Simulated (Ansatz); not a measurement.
The system is C.

```
C
1.0
     0.00000    1.78337    1.78337
     1.78337    0.00000    1.78337
     1.78337    1.78337    0.00000
C
2
Direct
  0.75000 0.75000 0.75000
  0.50000 0.50000 0.50000
```

This isn't the form of C at room conditions, which is graphite.

- Program: Ansatz 0.2.0
- Task: relaxation of cell and atoms
- Functional: RPBE
- Dispersion: D3(BJ)
- Potentials or basis: Ansatz PAW
- Cutoff: 420 eV (not typed: the program's choice for these potentials)
- k mesh: 13 × 13 × 13
- Occupations: fermi-dirac, width 0.05 eV
- Spin: no spin polarisation

At the start: volume 5.67 Å³/atom.

Question: How do energy, volume and symmetry change on relaxing?

Answer: It ends after 7 steps and the volume is 5.53 Å³/atom (-2.4 %); space group Fd-3m (No. 227, to 0.05 Å).

The path:
| step | energy change (eV) | largest force (eV/Å) | volume (Å³) |
| --- | --- | --- | --- |
| 1 | 0.0000 | 0.0000 | 11.34 |
| 2 | -0.0087 | 0.0000 | 11.18 |
| 3 | -0.0108 | 0.0000 | 11.07 |
| 4 | -0.0108 | 0.0000 | 11.07 |
| 5 | -0.0094 | 0.0000 | 11.07 |
| 6 | -0.0094 | 0.0000 | 11.07 |
| 7 | -0.0094 | 0.0000 | 11.07 |

Final structure:
```xyz
2
Lattice="0.0000 1.7687 1.7687 1.7687 0.0000 1.7687 1.7687 1.7687 0.0000" Properties=species:S:1:pos:R:3 pbc="T T T"
C     2.6531    2.6531    2.6531
C     1.7687    1.7687    1.7687
```

The cell as given is a measured one (5.67 Å³/atom); RPBE+D3(BJ) puts the equilibrium volume -2.4 % from it, thermal expansion not counted.

Caveat: the plane-wave basis is chosen anew once the cell has moved, so the energies of steps on either side of that aren't comparable; the pressure holds a Pulay correction of +0.9 GPa for the finite cutoff; the PAW data sets come from PBE, with cores solved anew for the run's functional, which leaves a small shift of forces and pressure.
